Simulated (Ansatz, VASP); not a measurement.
## Two plane-wave programs on BeTe

```
Be Te
1.0
     3.36506    0.00000    0.00000
     0.00000    3.36506    0.00000
     0.00000    0.00000    3.36506
Be Te
1 1
Cartesian
  0.0000 0.0000 0.0000
  1.6825 1.6825 1.6825
```

The cell was built by a generator and needn't be a form met in nature.

Alike in both runs: task single point; functional PBE; k mesh 6 × 6 × 6; occupations fermi-dirac, width 0.02 eV; no spin polarisation.

|  | VASP | Ansatz |
| --- | --- | --- |
| version | VASP 6.6.1 | Ansatz 0.2.0 |
| potentials or method | VASP PAW PBE potentials, release 64 (Be, Te) | plane waves, PAW |
| plane-wave cutoff (eV) | 520 | 420 |
| valence electrons in the cell | 8 | 18 |

```csv
,VASP,Ansatz,Ansatz less VASP
pressure (GPa),-1.1,-1.1,+0.01
```

The two sets of potentials don't hold the same shells in valence.

Spin-orbit coupling is left out, which matters for the levels of Te.
